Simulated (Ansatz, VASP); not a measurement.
MgB2: VASP beside Ansatz

File INCAR:

```
ALGO     = Normal         # electronic algorithm
EDIFF    = 1E-6           # SCF threshold, eV
ENCUT    = 520            # plane-wave cutoff, eV
GGA      = PS             # functional
ISIF     = 2              # what is computed and relaxed
ISMEAR   = 0              # smearing method
LASPH    = True           # aspherical terms in the spheres
LCHARG   = False          # write CHGCAR
LREAL    = False          # projectors in reciprocal space
LWAVE    = False          # write WAVECAR
NBANDS   = 11             # bands
NELM     = 100            # most SCF steps
PREC     = Accurate       # precision mode
SIGMA    = 0.1            # smearing width, eV
```

The input KPOINTS:

```
k-points
0
Gamma
  15 15 10
```

POSCAR

```
MgB2
1.0
    3.2000403818      0.0000000000      0.0000000000
   -1.6000201909      2.7713162638      0.0000000000
    0.0000000000      0.0000000000      3.6015276700
Mg B
1 2
Direct
    0.0000000000      0.0000000000      0.0000000000
    0.3333333333      0.6666666667      0.5000000000
    0.6666666667      0.3333333333      0.5000000000
```

Input for Ansatz:

```yaml
crystal:
  lattice:
    - [3.2000403818, 0.0, 0.0]
    - [-1.6000201909, 2.7713162638, 0.0]
    - [0.0, 0.0, 3.60152767]
  atoms:
    - { symbol: Mg, position: [0.0, 0.0, 0.0] }
    - { symbol: B, position: [0.3333333333, 0.6666666667, 0.5] }
    - { symbol: B, position: [0.6666666667, 0.3333333333, 0.5] }
basis:
  ecutwfc: 420
kpoints:
  mp_grid: { grid: [15, 15, 10] }
hamiltonian:
  xc: pbesol
scf:
  occupations: { method: gaussian, width: 0.1 }
  lower_state_search: standard
output:
  forces: true
  eigenvalues: true
  stress: true
```

Alike in both runs: task single point; functional PBEsol; k mesh 15 × 15 × 10; occupations gaussian, width 0.1 eV; no spin polarisation.

|  | VASP | Ansatz |
| --- | --- | --- |
| version | VASP 6.6.1 | Ansatz 0.2.0 |
| potentials or method | VASP PAW PBE potentials, release 64 (Mg, B) | scalar-relativistic, plane waves, PAW |
| plane-wave cutoff (eV) | 520 | 420 |
| valence electrons in the cell | 8 | 16 |

|  | VASP | Ansatz | Ansatz less VASP |
| --- | --- | --- | --- |
| gap on the k mesh at the Fermi level (eV) | none | none | - |
| pressure (GPa) | -15.3 | -15.2 | +0.09 |
| largest component of the traceless stress (GPa) | 6.53 | 6.65 | +0.111 |

A gap of «none» marks a metal or a gap that the smearing closes. The two sets of potentials don't hold the same shells in valence.

Caveats: so large a pressure means that the cell lies far from this level's equilibrium, or that cutoff or potentials fall short (VASP); the potentials were made for another functional, which shifts forces and pressure (VASP).
